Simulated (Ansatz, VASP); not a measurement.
## One calculation of SnTe, two programs

```xyz
2
Lattice="-0.1354 3.6111 3.6111 3.4757 0.0000 3.4757 3.6111 3.6111 -0.1354" Properties=species:S:1:pos:R:3 pbc="T T T"
Sn    0.0000    0.0000    0.0000
Te    5.2136    5.4167    5.2136
```

Change from the starting cell: strain -0.0750 x Voigt [0, 0, 0, 0, 1, 0], atoms carried along.

Alike in both runs: task single point; functional r2SCAN; k mesh 8 × 8 × 8; occupations gaussian, width 0.03 eV; no spin polarisation.

|  | VASP | Ansatz |
| --- | --- | --- |
| version | VASP 6.6.1 | Ansatz 0.2.0 |
| potentials or method | VASP PAW PBE potentials, release 64 (Sn_d, Te) | scalar-relativistic, plane waves, PAW |
| plane-wave cutoff (eV) | 520 | 500 |
| valence electrons in the cell | 20 | 30 |

```tsv
	VASP	Ansatz	Ansatz less VASP
gap on the k mesh at the Fermi level (eV)	0.19	0.19	+0.004
least direct gap on the mesh (eV)	0.91	0.91	+0.002
pressure (GPa)	-0.5	-0.5	+0.01
largest component of the traceless stress (GPa)	0.18	0.21	+0.030
rms of the force components (eV/Å)	0.142	0.139	-0.0034
```

Atom by atom the forces differ by 0.003 eV/Å (rms over components). The two sets of potentials don't hold the same shells in valence.

Caveats: the PAW data sets were made with another functional, which shifts forces and pressure a little (VASP); spin-orbit coupling is left out, which moves the levels of the heavy elements. A k mesh can miss the band edges.
